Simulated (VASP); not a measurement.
# InPd in VASP: work function with PBE

Aim: the work function of InPd with PBE.

Program: VASP 6.6.1. These are calculated values, not measurements. Logs are shortened: lines on timing, memory, paths and dates and some standing lists are left out, and cuts for length are marked.

**1. The cell of the first run**

The cell holds a slab with vacuum, 10 atoms: a = 3.272 Å, b = 4.627 Å, c = 24.254 Å, α = 90.00°, β = 90.00°, γ = 90.00°.

**2. Work function, PBE (the (1 1 0) slab of InPd, cut from the database cell, not relaxed)**

INCAR

```
SYSTEM = InPd
  PREC = Accurate
  ENCUT = 520
  EDIFF = 1E-7
  ISMEAR = 0
  SIGMA = 0.05
  LREAL = .False.
  LASPH = .True.
  NELM = 100
  ALGO = Normal
  ISIF = 2
  LWAVE = .False.
  LCHARG = .True.
  LDIPOL = .True.
  IDIPOL = 3
  DIPOL = 0.5 0.5 0.500
  GGA = PE
  LELF = .True.
  LVHAR = .True.
  LVACPOTAV = .True.
```

KPOINTS

```
regular mesh
0
Gamma
  8 6 1
  0 0 0
```

POSCAR

```
InPd
1.0
    3.2718847800      0.0000000000      0.0000000000
    0.0000000000      4.6271438304      0.0000000000
    0.0000000000      0.0000000000     24.2542876608
In Pd
5 5
Direct
    0.0000000000      0.5000000000      0.3092236764
    0.0000000000      0.0000000000      0.4046118382
    0.0000000000      0.5000000000      0.5000000000
    0.0000000000      0.0000000000      0.5953881618
    0.0000000000      0.5000000000      0.6907763236
    0.5000000000      0.0000000000      0.3092236764
    0.5000000000      0.5000000000      0.4046118382
    0.5000000000      0.0000000000      0.5000000000
    0.5000000000      0.5000000000      0.5953881618
    0.5000000000      0.0000000000      0.6907763236
```

Potentials or basis: VASP PAW PBE potentials, release 64 (In_d, Pd).

Run with:

```bash
$ cat potpaw_PBE.64/In_d/POTCAR potpaw_PBE.64/Pd/POTCAR > POTCAR
$ mpirun -np 1 vasp_std > vasp.out
```

OUTCAR:

```text
SYSTEM = InPd
   PREC = Accurate
   ENCUT = 520
   EDIFF = 1E-7
   ISMEAR = 0
   LREAL = .False.
   LASPH = .True.
   NELM = 100
   ISIF = 2
   GGA = PE

 ion  position               nearest neighbor table
   1  0.000  0.500  0.309-   6 2.83   6 2.83   6 2.83   6 2.83   7 2.83   7 2.83   2 3.27   2 3.27

   2  0.000  0.000  0.405-   7 2.83   7 2.83   7 2.83   7 2.83   6 2.83   6 2.83   8 2.83   8 2.83
                             1 3.27   1 3.27   3 3.27   3 3.27
   3  0.000  0.500  0.500-   8 2.83   8 2.83   8 2.83   8 2.83   7 2.83   9 2.83   9 2.83   7 2.83
                             2 3.27   2 3.27   4 3.27   4 3.27
   4  0.000  0.000  0.595-   9 2.83   9 2.83   9 2.83   9 2.83  10 2.83  10 2.83   8 2.83   8 2.83
                             5 3.27   5 3.27   3 3.27   3 3.27
   5  0.000  0.500  0.691-  10 2.83  10 2.83  10 2.83  10 2.83   9 2.83   9 2.83   4 3.27   4 3.27

   6  0.500  0.000  0.309-   1 2.83   1 2.83   1 2.83   1 2.83   2 2.83   2 2.83   7 3.27   7 3.27

   7  0.500  0.500  0.405-   2 2.83   2 2.83   2 2.83   2 2.83   1 2.83   1 2.83   3 2.83   3 2.83
                             6 3.27   6 3.27   8 3.27   8 3.27
   8  0.500  0.000  0.500-   3 2.83   3 2.83   3 2.83   3 2.83   2 2.83   4 2.83   4 2.83   2 2.83
                             9 3.27   7 3.27   7 3.27   9 3.27
   9  0.500  0.500  0.595-   4 2.83   4 2.83   4 2.83   4 2.83   5 2.83   5 2.83   3 2.83   3 2.83
                            10 3.27  10 3.27   8 3.27   8 3.27
  10  0.500  0.000  0.691-   5 2.83   5 2.83   5 2.83   5 2.83   4 2.83   4 2.83   9 3.27   9 3.27

  LATTYP: Found a simple orthorhombic cell.
 ALAT       =     3.2718847800
 B/A-ratio  =     1.4142135624
 C/A-ratio  =     7.4129406418

  Lattice vectors:

 A1 = (   3.2718847800,   0.0000000000,   0.0000000000)
 A2 = (   0.0000000000,   4.6271438304,   0.0000000000)
 A3 = (   0.0000000000,   0.0000000000,  24.2542876608)

Analysis of symmetry for initial positions (statically):
=====================================================================
 Subroutine PRICEL returns:
 Original cell was already a primitive cell.

 Routine SETGRP: Setting up the symmetry group for a
 simple orthorhombic supercell.

 Subroutine GETGRP returns: Found  8 space group operations
 (whereof  8 operations were pure point group operations)
 out of a pool of  8 trial point group operations.

The static configuration has the point symmetry D_2h.

Analysis of symmetry for dynamics (positions and initial velocities):
=====================================================================
 Subroutine PRICEL returns:
 Original cell was already a primitive cell.

 Routine SETGRP: Setting up the symmetry group for a
 simple orthorhombic supercell.

 Subroutine GETGRP returns: Found  8 space group operations
 (whereof  8 operations were pure point group operations)
 out of a pool of  8 trial point group operations.

The dynamic configuration has the point symmetry D_2h.

 Subroutine INISYM returns: Found  8 space group operations
 (whereof  8 operations are pure point group operations),
 and found     1 'primitive' translations

----------------------------------------------------------------------------------------

                                     Primitive cell

  volume of cell :     367.1973

  direct lattice vectors                    reciprocal lattice vectors
     3.271884780  0.000000000  0.000000000     0.305634234  0.000000000  0.000000000
     0.000000000  4.627143830  0.000000000     0.000000000  0.216116040  0.000000000
     0.000000000  0.000000000 24.254287661     0.000000000  0.000000000  0.041229824

  length of vectors
     3.271884780  4.627143830 24.254287661     0.305634234  0.216116040  0.041229824

  position of ions in fractional coordinates (direct lattice)
     0.000000000  0.500000000  0.309223676
     0.000000000  0.000000000  0.404611838
     0.000000000  0.500000000  0.500000000
     0.000000000  0.000000000  0.595388162
     0.000000000  0.500000000  0.690776324
     0.500000000  0.000000000  0.309223676
     0.500000000  0.500000000  0.404611838
     0.500000000  0.000000000  0.500000000
     0.500000000  0.500000000  0.595388162
     0.500000000  0.000000000  0.690776324

  ion indices of the primitive-cell ions
   primitive index   ion index
                 1           1
                 2           2
                 3           3
                 4           4
                 5           5
                 6           6
                 7           7
                 8           8
                 9           9
                10          10

----------------------------------------------------------------------------------------

 KPOINTS: regular mesh

Automatic generation of k-mesh.
 Grid dimensions read from file:
 generate k-points for:    8    6    1

 Generating k-lattice:

  Cartesian coordinates                     Fractional coordinates (reciprocal lattice)
     0.038204279  0.000000000  0.000000000     0.125000000  0.000000000  0.000000000
     0.000000000  0.036019340  0.000000000     0.000000000  0.166666667  0.000000000
     0.000000000  0.000000000  0.041229824     0.000000000  0.000000000  1.000000000

  Length of vectors
     0.038204279  0.036019340  0.041229824

  Shift w.r.t. Gamma in fractional coordinates (k-lattice)
     0.000000000  0.000000000  0.000000000

 Subroutine IBZKPT returns following result:
 ===========================================

 Found     20 irreducible k-points:

 Following reciprocal coordinates:
            Coordinates               Weight
  0.000000  0.000000  0.000000      1.000000
  0.125000  0.000000  0.000000      2.000000
  0.250000  0.000000  0.000000      2.000000
  0.375000  0.000000  0.000000      2.000000
  0.500000  0.000000  0.000000      1.000000
  0.000000  0.166667  0.000000      2.000000
[... 12 lines left out ...]
  0.375000  0.500000  0.000000      2.000000
  0.500000  0.500000  0.000000      1.000000
   k-points           NKPTS =     20   k-points in BZ     NKDIM =     20   number of bands    NBANDS=     69
   number of dos      NEDOS =    301   number of ions     NIONS =     10
   total plane-waves  NPLWV = 155520
   dimension x,y,z NGX =    24 NGY =   36 NGZ =  180
   dimension x,y,z NGXF=    48 NGYF=   72 NGZF=  360
   ions per type =               5   5
   NGX,Y,Z   is equivalent  to a cutoff of  12.19, 12.93, 12.34 a.u.
   NGXF,Y,Z  is equivalent  to a cutoff of  24.39, 25.87, 24.68 a.u.
 SYSTEM =  InPd
   PREC   = accura    normal or accurate (medium, high low for compatibility)
   ISTART =      0    job   : 0-new  1-cont  2-samecut
   ICHARG =      2    charge: 1-file 2-atom 10-const
   ISPIN  =      1    spin polarized calculation?
   LNONCOLLINEAR =      F non collinear calculations
   LSORBIT =      F    spin-orbit coupling
   LASPH  =      T    aspherical Exc in radial PAW
   ENCUT  =  520.0 eV  38.22 Ry    6.18 a.u.   6.08  8.60 45.10*2*pi/ulx,y,z
   NELM   =    100;   NELMIN=  2; NELMDL= -5     # of ELM steps
   EDIFF  = 0.1E-06   stopping-criterion for ELM
   LREAL  =      F    real-space projection
   EDIFFG = 0.1E-05   stopping-criterion for IOM
   NSW    =      0    number of steps for IOM
   IBRION =     -1    ionic relax: 0-MD 1-quasi-New 2-CG
   NFREE  =      0    steps in history (QN), initial steepest desc. (CG)
   ISIF   =      2    stress and relaxation
   ISYM   =      2    0-nonsym 1-usesym 2-fastsym
   POTIM  = 0.5000    time-step for ionic-motion
   TEBEG  =    0.0;   TEEND  =   0.0 temperature during run
   PSTRESS=    0.0 pullay stress
   NELECT =     115.0000    total number of electrons
   NUPDOWN=      -1.0000    fix difference up-down
   EMIN   =  10.00;   EMAX   =-10.00  energy-range for DOS
   EFERMI =   0.00;   METHOD = LEGACY
   ISMEAR =     0;   SIGMA  =   0.05  broadening in eV -4-tet -1-fermi 0-gaus
   EFERMI_NEDOS =   21; number of points for ismear=-14 and -15
   IALGO  =     38    algorithm
   IMIX   =      4    mixing-type and parameters
     AMIX     =   0.40;   BMIX     =  1.00
     AMIX_MAG =   1.60;   BMIX_MAG =  1.00
  volume/ion in A,a.u.               =      36.72       247.80
  Fermi-wavevector in a.u.,A,eV,Ry     =   1.111751  2.100905 16.816674  1.235991
  Thomas-Fermi vector in A             =   2.248318
   LORBIT       =      0    0 simple, 1 ext, 2 COOP (PROOUT), +10 PAW based schemes
   GGA     = PE    functional components
   LHFCALC =     F    Hartree Fock is set to
   AEXX    =    0.0000 exact exchange contribution
   IVDW    =     0    specifies the selected vdW correction
   LEPSILON=     F    determine dielectric tensor
   LRPA    =     F    only Hartree local field effects (RPA)
 non-spin polarized calculation
 Gauss-broadening in eV      SIGMA  =   0.05
  energy-cutoff  :      520.00
  volume of cell :      367.20
 maximum number of plane-waves:      9960
   NGX = 13   NGY = 17   NGZ = 91

 dipolmoment           0.000000      0.000000      0.000000 electrons x Angstroem

 number of electron     114.9999965 magnetization

 dipolmoment           0.000000      0.000000     -0.000000 electrons x Angstroem

 Free energy of the ion-electron system (eV)
  ---------------------------------------------------
  ext. energy  EPLUGINS =         0.00000000
  ---------------------------------------------------
  free energy    TOTEN  =       -42.22534141 eV

  energy without entropy =      -42.21880104  energy(sigma->0) =      -42.22207122

 E-fermi :   2.4949     XC(G=0):  -6.5833

 val. band max:        2.4811093486   @ k =   0.3750   0.3333   0.0000
 cond. band min:       2.5141489119   @ k =   0.5000   0.3333   0.0000
 fundamental gap:      0.0330395633
 Fermi energy:         2.4948980948

 k-point     1 :       0.0000    0.0000    0.0000
  band No.  band energies     occupation
      1     -12.4785      2.00000
      2     -12.4200      2.00000
      3     -12.3860      2.00000
      4     -12.3182      2.00000
      5     -12.2963      2.00000
      6     -12.2333      2.00000
[... 61 lines left out ...]
     68       7.0345      0.00000
     69       7.2011      0.00000

 k-point     2 :       0.1250    0.0000    0.0000
  band No.  band energies     occupation
      1     -12.4253      2.00000
      2     -12.4128      2.00000
      3     -12.3766      2.00000
      4     -12.2638      2.00000
      5     -12.2524      2.00000
      6     -12.2381      2.00000
[... 61 lines left out ...]
     68       6.7519      0.00000
     69       7.0415      0.00000

 k-point     3 :       0.2500    0.0000    0.0000
  band No.  band energies     occupation
      1     -12.3955      2.00000
      2     -12.3556      2.00000
      3     -12.2977      2.00000
      4     -12.2962      2.00000
      5     -12.2941      2.00000
      6     -12.1694      2.00000
[... 1213 lines left out ...]
     68       6.8248      0.00000
     69       6.9583      0.00000

 k-point    20 :       0.5000    0.5000    0.0000
  band No.  band energies     occupation
      1     -12.4260      2.00000
      2     -12.4046      2.00000
      3     -12.2887      2.00000
      4     -12.2739      2.00000
      5     -12.2698      2.00000
      6     -12.2256      2.00000
[... 61 lines left out ...]
     68       5.8208      0.00000
     69       6.8599      0.00000

------------------------ aborting loop because EDIFF is reached ----------------------------------------

  FORCE on cell =-STRESS in cart. coord.  units (eV):
  Direction    XX          YY          ZZ          XY          YZ          ZX
  --------------------------------------------------------------------------------------
  -------------------------------------------------------------------------------------
  Total       -0.3640706     -2.1321268      3.4420219     -0.0000000      0.0000000      0.0000000
  in kB       -1.5885344     -9.3030229     15.0184353     -0.0000000      0.0000000      0.0000000
  external PRESSURE =       1.3756260 kB  Pullay stress =       0.0000000 kB

 VOLUME and BASIS-vectors are now :
 -----------------------------------------------------------------------------
  energy-cutoff  :      520.00
  volume of cell :      367.20
      direct lattice vectors                 reciprocal lattice vectors
     3.271884780  0.000000000  0.000000000     0.305634234  0.000000000  0.000000000
     0.000000000  4.627143830  0.000000000     0.000000000  0.216116040  0.000000000
     0.000000000  0.000000000 24.254287661     0.000000000  0.000000000  0.041229824

 POSITION                                       TOTAL-FORCE (eV/Angst)
 -----------------------------------------------------------------------------------
      0.00000      2.31357      7.50000        -0.000000      0.000000     -0.812005
      0.00000      0.00000      9.81357         0.000000      0.000000     -0.353884
      0.00000      2.31357     12.12714         0.000000      0.000000     -0.000000
      0.00000      0.00000     14.44072         0.000000      0.000000      0.353884
      0.00000      2.31357     16.75429         0.000000      0.000000      0.812005
      1.63594      0.00000      7.50000         0.000000      0.000000      0.392770
      1.63594      2.31357      9.81357         0.000000      0.000000      0.429469
      1.63594      0.00000     12.12714         0.000000      0.000000     -0.000000
      1.63594      2.31357     14.44072         0.000000      0.000000     -0.429469
      1.63594      0.00000     16.75429         0.000000      0.000000     -0.392770
 -----------------------------------------------------------------------------------
    total drift:                                0.000000      0.000000     -0.000000

  FREE ENERGIE OF THE ION-ELECTRON SYSTEM (eV)
  ---------------------------------------------------
  free  energy   TOTEN  =       -42.2253414062 eV

  energy  without entropy=      -42.2188010409  energy(sigma->0) =      -42.22207122

 vacuum level on the upper side and lower side of the slab         7.246         7.246
```

Wall time 8.7 min (1 thread of AMD EPYC 9R45 (Zen 5), shared host); peak memory 0.57 GiB.

What came out:

```
Free energy                     : -42.2253 eV
Largest force                   : 0.812 eV/Å
Band gap on the k mesh          : none (metal or under the smearing width)
Work function of the upper face : 4.75 eV
Work function of the lower face : 4.75 eV
```

Forces in eV/Å, atoms in the order of the input:
```
In   0.000  0.000 -0.812
In   0.000  0.000 -0.354
In   0.000  0.000  0.000
In   0.000  0.000  0.354
In   0.000  0.000  0.812
Pd   0.000  0.000  0.393
Pd   0.000  0.000  0.429
Pd   0.000  0.000  0.000
Pd   0.000  0.000 -0.429
Pd   0.000  0.000 -0.393
```

Levels at points of the mesh, in eV from the Fermi level:
```tsv
k point	band 56	band 57	band 58	band 59	band 60	band 61
(0.00, 0.00, 0.00)	-1.28	-1.05	-0.15	1.19	1.83	2.16
(0.50, 0.00, 0.00)	-0.46	-0.33	0.20	0.65	2.39	2.49
(0.00, 0.50, 0.00)	-1.19	-0.98	-0.86	0.23	0.37	1.56
(0.50, 0.50, 0.00)	-0.92	-0.72	-0.67	-0.67	-0.67	1.05
```
